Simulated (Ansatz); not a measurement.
# Ti2COS MXene monolayer in a perpendicular field, part 2 of 2

What dipole does a perpendicular field induce in the Ti2COS MXene monolayer? A positive field points along +c.

Ansatz 0.2.0; plane-wave DFT, PBE-D3(BJ), Ansatz PAW (set soft_1); PAW set soft_1.

So far. Step 2 (Relaxing the slab): The lattice constant a goes from 3.100 to 3.078 Å.

## (3) Single point, field 0

A sawtooth potential applies the field, turning back in the middle of the vacuum. With the dipole correction the typed value is the field outside the slab. The induced dipole is small, so the SCF threshold is tight.

The cell differs from the one that the last finished run ended in (c 41.576 → 22.988 Å).

input.yaml

```yaml
crystal:
  lattice:
    - [3.0775559054, 0.0, 0.0]
    - [-1.5387779527, 2.6652415957, 0.0]
    - [0.0, 0.0, 22.9879713108]
  atoms:
    - { symbol: S, position: [0.3333333333, 0.6666666667, 0.3915091018] }
    - { symbol: Ti, position: [0.6666666667, 0.3333333333, 0.4611313646] }
    - { symbol: C, position: [0.0, 0.0, 0.5127142261] }
    - { symbol: Ti, position: [0.3333333333, 0.6666666667, 0.5700765711] }
    - { symbol: O, position: [0.6666666667, 0.3333333333, 0.6084908982] }
kpoints:
  mp_grid: { grid: [18, 18, 1] }
  band_path:
    path: [[0, 0, 0], [0.5, 0, 0], [0.33333333, 0.33333333, 0], [0, 0, 0]]
    npoints: 16
hamiltonian:
  xc: pbe
  dispersion: d3bj
  pseudopotentials: { kind: paw, azcp: { folder: soft_1 } }
scf:
  occupations: { method: fermi_dirac, width: 0.02585 }
  convergence: { dr2_threshold: 1.0e-10 }
efield:
  axis: 3
  dipole_correction: true
  ramp_position: 0.97
  ramp_width: 0.06
  amplitude: 0
output:
  dos: { projected: true, e_range: [-6, 5] }
  write_potential: true
  write_density: true
  volumetric_format: npy
  elf: true
```

Launch:

```
$ ansatz run input.yaml --threads 2 --pin off --max-ram 3072MiB --backend cpu --events-out ev --progress --plain --runs-dir out
```

Numbers of over 12 decimals in the logs are rounded to 6 here.

The program printed:

```text
[...]
Crystal: 5 atoms, lattice volume = 188.557 Å³
Basis set: ecut = 420 eV, 3653 PW (Γ)
Bands: 25, of which v1, the nominal top of the filled ones, is band 20 counted from 1 (19 counted from 0)
Symmetry: 6 space group operations
[...]
k-points: 37 of 324 (time reversal used)
[...]
SCF iter   1: F=—  HF=-6731.944894 eV  |F-HF|=—  |Δ(HF+E_count)|=         —  Δρ=9.71e-2  dr2=2.54e1  ethr=3.10e-3  p=0.000 e·Å  D=2.33e-7 V/Å  ΔV_dip=-0.00 eV  dr2_dipole=2.77e-1  V_vac-E_F(+/−)=8.46/8.46 eV  ⟨swp⟩=9.4  Hψ=5708  notcnv=0
efield: sawtooth ramp at fractional position 0.9700 (set: `efield.ramp_position`, or a place that a band, a saddle search or an elastic batch's reference lends), width 0.0600; the density the first Hamiltonian is built on has a dipole p = 0.000 e·Å; the dipole correction subtracts the counter field D = 2.33e-7 V/Å, which shifts the + side's vacuum level by -0.00 eV against the − side's; the planar-averaged density in the ramp window peaks in size at 5.6e-7 e/Å³
[...]
SCF iter   2: F=—  HF=-6737.897649 eV  |F-HF|=—  |Δ(HF+E_count)|=    5.95e0  Δρ=2.00e-1  dr2=1.26e2  ethr=3.10e-3  p=0.075 e·Å  D=7.16e-2 V/Å  ΔV_dip=-1.65 eV  dr2_dipole=4.89e0  V_vac-E_F(+/−)=3.62/5.27 eV  ⟨swp⟩=5.9  Hψ=3054  notcnv=0  defer=21  recentre
[...]
SCF iter  15: F=-6726.376269 eV  HF=-6726.376269 eV  |F-HF|=1.46e-11  |Δ(HF+E_count)|=  3.17e-10  Δρ=6.49e-8  dr2=7.08e-12  ethr=1.00e-12  p=0.016 e·Å  D=1.50e-2 V/Å  ΔV_dip=-0.34 eV  dr2_dipole=5.79e-13  V_vac-E_F(+/−)=5.55/5.90 eV  ⟨swp⟩=7.7  Hψ=3437  notcnv=0
SCF 1 converged in 15 iterations: F = -6726.376269 eV  dr2 = 7.08e-12
[...]
NSCF: frozen V_eff on 49 k-points
efield: sawtooth ramp at fractional position 0.9700 (kept from the solve that this one continues, or follows in the run), width 0.0600; the density the first Hamiltonian is built on has a dipole p = 0.016 e·Å; the dipole correction subtracts the counter field D = 1.50e-2 V/Å, which shifts the + side's vacuum level by -0.34 eV against the − side's; the planar-averaged density in the ramp window peaks in size at 3.0e-7 e/Å³
[...]
SCF converged after 15 iterations
Free energy (F): -6726.376269 eV
[...]
Internal energy: -6726.373988 eV  (E = F + TS)
E sigma→0 (E₀):  -6726.375128 eV
Entropy (-TS):   -0.002281 eV (-0.456 meV/atom)
Fermi energy:    -0.101675 eV
Dipole field:    D = 0.014966 V/Å  (p = 0.015595 e·Å, saw-weighted, corrected)
Work function:   Φ+ = 5.5532 eV   Φ− = 5.8973 eV
Levels:          The Fermi level and band energies are counted from a zero that moves with the ramp; work functions are not
[...]
--- Band table (eV; the first three rows and the last of 37) ---
  k-point 0: bands = [... 16 lower, -2.0501, -1.4109, 0.4736, 0.4736, 0.8047, 0.8047, 1.0482, 1.6138, ... 1 higher]
  k-point 1: bands = [... 16 lower, -2.0533, -1.2943, 0.0942, 0.2194, 0.7068, 1.0000, 1.2878, 1.6581, ... 1 higher]
  k-point 2: bands = [... 16 lower, -2.0698, -1.2332, -0.5719, -0.1185, 0.5417, 1.1412, 1.5008, 1.7768, ... 1 higher]
  k-point 36: bands = [... 16 lower, -3.7336, -3.0009, -2.7836, -2.5002, 1.1225, 1.3098, 2.2105, 2.4577, ... 1 higher]
```

It took 11 s on 2 threads of Intel Xeon Platinum 8559C (Emerald Rapids), shared host; peak memory 0.73 GiB; 21 s of CPU time.

This step gave:

```yaml
energy_at_zero_smearing: -6726.3751 eV
work_function_upper_face: 5.553 eV
work_function_lower_face: 5.897 eV
dipole_along_the_normal: 0.01559 e·Å
step_between_the_vacuum_levels: -0.3441 eV
```

Running mean over a fixed 2.7 Å (it still follows the layers) of the planar mean; the ramp of the sawtooth is left out. Table of electron's electrostatic potential energy less the Fermi level by z:

```
z (Å)  electron's electrostatic potential energy less the Fermi level (eV)
  3.5                                                                 5.90
  4.0                                                                 5.90
  4.5                                                                 5.90
  5.0                                                                 5.90
  5.5                                                                 5.89
  6.0                                                                 5.86
  6.5                                                                 5.73
  7.0                                                                 5.05
  7.5                                                                 2.92
  8.0                                                                0.248
  8.5                                                                -1.93
  9.0                                                                -4.57
  9.5                                                                -7.59
 10.0                                                                -8.98
 10.5                                                                -8.97
 11.0                                                                -8.85
 11.5                                                                -9.41
 12.0                                                                -9.71
 12.5                                                                -9.98
 13.0                                                                -9.64
 13.5                                                                -7.89
 14.0                                                                -5.62
 14.5                                                                -2.40
 15.0                                                                 1.07
 15.5                                                                 3.93
 16.0                                                                 5.28
 16.5                                                                 5.51
 17.0                                                                 5.55
 17.5                                                                 5.55
 18.0                                                                 5.55
 18.5                                                                 5.55
 19.0                                                                 5.55
 19.5                                                                 5.55
```

The density of states has structure finer than the step of the table below, so its rows give means over 0.2 eV, whole bins alone (the curve runs from -6 to 1.39 eV). Peaks (eV: height): -5.48: 10.3, -4.59: 20.4, -4.32: 7.60, -3.77: 18.4, -2.83: 10.5, -2.77: 11.9, -2.72: 10.2.

Density of states against energy, zero at the Fermi level; means over each step:

```
energy (eV)  density of states (states/eV a cell)
       -5.8                                  1.61
       -5.6                                  4.29
       -5.4                                  2.65
       -5.2                                  3.02
       -5.0                                  4.15
       -4.8                                  4.85
       -4.6                                  8.11
       -4.4                                  4.08
       -4.2                                  1.61
       -4.0                                  2.12
       -3.8                                  7.62
       -3.6                                 0.989
       -3.4                                 0.685
       -3.2                                  1.33
       -3.0                                  3.43
       -2.8                                  7.62
       -2.6                                  3.74
       -2.4                                  3.83
       -2.2                                  3.32
       -2.0                                  3.56
       -1.8                                  3.66
       -1.6                                  2.28
       -1.4                                  1.74
       -1.2                                  2.11
       -1.0                                  1.58
       -0.8                                  1.74
       -0.6                                  1.08
       -0.4                                 0.640
       -0.2                                 0.500
        0.0                                  1.29
        0.2                                  1.62
        0.4                                  1.88
        0.6                                  2.65
        0.8                                  1.99
        1.0                                  1.21
        1.2                                  2.68
```

Projected DOS per atom over height of the atomic layer and energy from the Fermi level. Layers: S Ti C Ti O from below.

Ten even steps from '0' (0.01 states/eV) to '9' (3.19 states/eV), each cell a mean:
```
01030
01020
02030
01010
00000
10000
21000
20000
20100
51200
32210
12311
44512
21100
00000
43413
10001
31229
00127
11114
00126
00012
```
Columns: height of the atomic layer (Å) from 9 to 14.0 (not evenly spaced); rows upwards: energy from the Fermi level (eV) from -5.96 to 1.33.

Electronic bands along the path, in eV, zero at the Fermi level:

```
  point  band 17  band 18  band 19  band 20  band 21  band 22  band 23  band 24
      Γ    -1.95    -1.31     0.58     0.58     0.91     0.91     1.15     1.72
halfway    -2.68    -2.14    -1.31    -0.55     0.17     1.43     1.76     2.22
      M    -3.16    -2.40    -1.77    -0.67    -0.13     1.54     1.95     2.25
halfway    -3.05    -2.75    -2.28    -1.94     0.75     1.63     1.88     2.50
      K    -3.63    -2.90    -2.68    -2.40     1.22     1.41     2.31     2.56
halfway    -2.76    -2.29    -1.70    -1.25     0.76     1.14     1.94     2.35
      Γ    -1.95    -1.31     0.58     0.58     0.91     0.91     1.15     1.72
```

ELF in the ca plane at fractional y = 0.333, with atoms of Ti and O within 0.2 Å of it. It is the smooth field of the valence electrons, not physical close to the nuclei.

Ten even steps from '0' (0.00) to '9' (0.83), each cell a mean:
```
00000000000002456623542354114898631000000000
00000000000000112217886112148889852000000000
00000000000000011128787211158659962000000000
00000000000000123216886122148999852000000000
00000000000012467632432354114788521000000000
00000000000136899973125785211122100000000000
00000000000147999985247885221000000000000000
00000000000125789872114785111233200000000000
```
Columns run along c (16.0 Å, from fractional 0.14 to 0.83 of the cell), rows up along a (3.1 Å). Atoms in or near the plane, at fractional coordinates: Ti at (0.46, 0.67), O at (0.61, 0.67).

Electrostatic potential energy in the ca plane at fractional y = 0.333, with atoms of Ti and O within 0.2 Å of it. With pseudopotentials it is smooth inside the atoms' cores, unlike the true potential.

Ten even steps from '0' (-38 eV) to '9' (6 eV), each cell a mean:
```
99999999999999999998886323688887767999999999
99999999999999999999873000378888301699999999
99999999999999999999871000178987100499999999
99999999999999999999873000378888401799999999
99999999999999999998886434788877778999999999
99999999999999999987788878888765688999999999
99999999999999999986678888887754578999999999
99999999999999999987788777888765688999999999
```
Columns run along c (16.0 Å, from fractional 0.08 to 0.77 of the cell; values clipped at the 3rd and 97th percentile), rows up along a (3.1 Å). Atoms in or near the plane, at fractional coordinates: Ti at (0.46, 0.67), O at (0.61, 0.67).

Valence density in the ca plane at fractional y = 0.333, with atoms of Ti and O within 0.2 Å of it. It is the smooth field of the valence electrons, not physical close to the nuclei.

Ten steps, logarithmic in the rise over the least value, from '0' (0 e/Å³) to '9' (11 e/Å³), each cell a mean:
```
00000000000000000112223555322223454310000000
00000000000000000011225898521123687520000000
00000000000000000011126999621124798620000000
00000000000000000011225787522123677520000000
00000000000000000122333454322223344210000000
00000000000000000123332222333333321100000000
00000000000000000133432222333333311000000000
00000000000000000123332222333333322100000000
```
Columns run along c (16.0 Å, from fractional 0.08 to 0.77 of the cell), rows up along a (3.1 Å). Atoms in or near the plane, at fractional coordinates: Ti at (0.46, 0.67), O at (0.61, 0.67).

The work function of the upper face is 5.55 eV.

## (4) Single point, field 0.1 V/Å

Changes to input.yaml since step 3:

```diff
@@ -26,7 +26,6 @@
   dipole_correction: true
-  ramp_position: 0.97
-  ramp_width: 0.06
-  amplitude: 0
+  ramp_position: 0.9347
+  ramp_width: 0.1305
+  amplitude: 0.1
 output:
-  dos: { projected: true, e_range: [-6, 5] }
   write_potential: true
@@ -34,2 +33 @@
   volumetric_format: npy
-  elf: true
```

The program printed:

```text
[...]
Crystal: 5 atoms, lattice volume = 188.557 Å³
Basis set: ecut = 420 eV, 3653 PW (Γ)
Bands: 25, of which v1, the nominal top of the filled ones, is band 20 counted from 1 (19 counted from 0)
Symmetry: 6 space group operations
[...]
k-points: 37 of 324 (time reversal used)
[...]
k-point 0: bands = [... 16 lower, -2.0685, -1.4358, 0.4591, 0.4591, 0.7856, 0.7856, 1.0343, 1.5955, ... 1 higher]
  k-point 1: bands = [... 16 lower, -2.0716, -1.3185, 0.0762, 0.2023, 0.6913, 0.9836, 1.2731, 1.6399, ... 1 higher]
  k-point 2: bands = [... 16 lower, -2.0878, -1.2546, -0.5940, -0.1375, 0.5268, 1.1261, 1.4854, 1.7596, ... 1 higher]
  k-point 36: bands = [... 16 lower, -3.7454, -3.0179, -2.7951, -2.5299, 1.1077, 1.2996, 2.1936, 2.4355, ... 1 higher]
[key lines of the parts left out:]
SCF converged after 15 iterations
Free energy (F): -6726.379304 eV
Fermi energy:    -0.118978 eV
Dipole field:    D = 0.043294 V/Å  (p = 0.045114 e·Å, saw-weighted, corrected)
```

Elapsed: 10 s, on 2 threads; peak memory 0.63 GiB.

The dipole is 0.0451 e·Å, 0.0295 e·Å from its value without field.

## (5) Single point, field -0.1 V/Å

Changes to input.yaml since step 4:

```diff
@@ -28,3 +28,3 @@
   ramp_width: 0.1305
-  amplitude: 0.1
+  amplitude: -0.1
 output:
```

The program printed:

```text
[...]
Crystal: 5 atoms, lattice volume = 188.557 Å³
Basis set: ecut = 420 eV, 3653 PW (Γ)
Bands: 25, of which v1, the nominal top of the filled ones, is band 20 counted from 1 (19 counted from 0)
Symmetry: 6 space group operations
[...]
k-points: 37 of 324 (time reversal used)
[...]
k-point 0: bands = [... 16 lower, -2.0323, -1.3865, 0.4876, 0.4876, 0.8232, 0.8232, 1.0615, 1.6315, ... 1 higher]
  k-point 1: bands = [... 16 lower, -2.0356, -1.2707, 0.1115, 0.2360, 0.7217, 1.0158, 1.3018, 1.6757, ... 1 higher]
  k-point 2: bands = [... 16 lower, -2.0524, -1.2123, -0.5504, -0.1002, 0.5560, 1.1558, 1.5155, 1.7934, ... 1 higher]
  k-point 36: bands = [... 16 lower, -3.7223, -2.9846, -2.7724, -2.4712, 1.1367, 1.3194, 2.2268, 2.4793, ... 1 higher]
[key lines of the parts left out:]
SCF converged after 15 iterations
Free energy (F): -6726.376185 eV
Fermi energy:    -0.084914 eV
Dipole field:    D = -0.013351 V/Å  (p = -0.013913 e·Å, saw-weighted, corrected)
```

Wall time 10 s (2 threads); peak memory 0.64 GiB.

The dipole is -0.0139 e·Å, -0.0295 e·Å from its value without field.

## (6) Response, atoms held

This step: plane-wave DFT, PBE-D3(BJ), Ansatz PAW (set soft_1); response to a field along the normal, atoms held; PAW set soft_1 (Ansatz 0.2.0).

The dipoles give the slope, and the difference of two potentials shows where the field is screened.

This step gave:

* equivalent conductor thickness p/(ε₀AE): 6.511 Å
* distance between the outer atoms: 4.988 Å

Table of dipole of the cell by applied field:

```
applied field (V/Å)  dipole of the cell (e·Å)
            -0.1000                   -0.0139
             0.0000                    0.0156
             0.1000                    0.0451
```

Local field over the applied field, running mean. From the potentials at -0.1 and 0.1 V/Å; running mean over 2.5 Å. Local field over applied field against z:

```
z (Å)  local field over applied field
  4.5                           0.999
  5.0                           0.997
  5.5                           0.991
  6.0                           0.974
  6.5                           0.927
  7.0                           0.825
  7.5                           0.668
  8.0                           0.490
  8.5                           0.306
  9.0                           0.152
  9.5                          0.0627
 10.0                          0.0305
 10.5                          0.0208
 11.0                          0.0245
 11.5                          0.0321
 12.0                          0.0366
 12.5                          0.0460
 13.0                          0.0847
 13.5                           0.170
 14.0                           0.312
 14.5                           0.480
 15.0                           0.656
 15.5                           0.810
 16.0                           0.921
 16.5                           0.974
 17.0                           0.992
 17.5                           0.998
 18.0                           0.999
 18.5                           1.000
```

Electrons, planar mean, per unit field. Table of induced electron density by z:

z (Å), induced electron density (e/Å³ per V/Å) and a bar from the least value:
```
      4.5    0.00000 ###############
      5.0    0.00001 ###############
      5.5    0.00004 ###############
      6.0    0.00012 ###############
      6.5    0.00035 ################
      7.0    0.00097 ###################
      7.5    0.00233 ########################
      8.0    0.00375 ##############################
      8.5    0.00218 ########################
      9.0    0.00101 ###################
      9.5    0.00069 #################
     10.0   -0.00069 ############
     10.5   -0.00021 ##############
     11.0    0.00017 ###############
     11.5    0.00011 ###############
     12.0    0.00018 ###############
     12.5   -0.00063 ############
     13.0   -0.00003 ###############
     13.5   -0.00078 ############
     14.0   -0.00160 ########
     14.5   -0.00360 
     15.0   -0.00274 ###
     15.5   -0.00109 ##########
     16.0   -0.00036 #############
     16.5   -0.00011 ##############
     17.0   -0.00003 ###############
     17.5   -0.00001 ###############
     18.0    0.00000 ###############
     18.5    0.00000 ###############
```

By hand: between -0.1 and 0.1 V/Å the dipole changes by 0.05903 e·Å, a slope of 0.2951 e·Å²/V. A perfect conductor of thickness t has p = ε₀AEt, so t = 180.95 × 0.2951 / 8.202 = 6.51 Å (e/ε₀ = 180.95 V·Å, A in Å²).

The induced dipole is that of a conductor 6.51 Å thick.

## (7) What came out

| Item | Value |
| --- | --- |
| gap without field | none |
| work function, upper face | 5.55 eV |
| step between the vacuum levels | -0.344 eV |
| equivalent conductor thickness, atoms held | 6.51 Å |

In words: The induced dipole equals that of a perfect conductor 6.51 Å thick, while the outer atoms lie 4.99 Å apart. The two faces differ: the vacuum level above lies 0.34 eV lower than the one below. There is no gap over 0.03 eV, with or without the field. The first relaxation ran with spin and lost its moment, and the later runs have none; other magnetic states were not tried. The MXene's terminations sit over the metal atoms of its far layer; the site over carbon or nitrogen, which some compounds prefer, was not run.

[Logs are printed without paths, hosts, clocks, repeated set-up lines and the standing remarks that a program may print on its own settings, such as how far it seeks lower states.]

[Hosts, paths, dates, database ids (printed as entryN), source tags and the programs' standing remarks are cut or masked in the printed files.]

[Maps of the electrostatic potential energy from Ansatz leave out the sawtooth potential of an applied field or a dipole correction, so their vacuum need not be flat; planar profiles and work functions include it.]

[The density of states shown here was stored with 400 of the rows of the run's finer table, so its peaks can read low, often by over a quarter, or be missed, and its means over a window can be off by a tenth or more.]
